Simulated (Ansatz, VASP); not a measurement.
# One calculation of Zn, two programs

```
CELL_PARAMETERS angstrom
2.57097 0.00000 0.00000
-1.28549 2.22653 0.00000
0.00000 0.00000 4.73619
ATOMIC_POSITIONS crystal
Zn 0.33333 0.66667 0.25000
Zn 0.66667 0.33333 0.75000
```

Alike in both runs: task single point; functional LDA; k mesh 15 × 15 × 7; occupations fermi-dirac, width 0.1 eV; no spin polarisation.

|  | VASP | Ansatz |
| --- | --- | --- |
| version | VASP 6.6.1 | Ansatz 0.2.0 |
| potentials or method | VASP PAW LDA potentials, release 64 (Zn) | plane waves (420 eV) with PAW, scalar-relativistic |
| plane-wave cutoff (eV) | 520 | 420 |
| valence electrons in the cell | 24 | 24 |

```tsv
	VASP	Ansatz	Ansatz less VASP
pressure (GPa)	0.8	0.1	-0.72
largest component of the traceless stress (GPa)	2.03	2.26	+0.221
```

Ansatz warned: «pseudo_functional_mismatch».
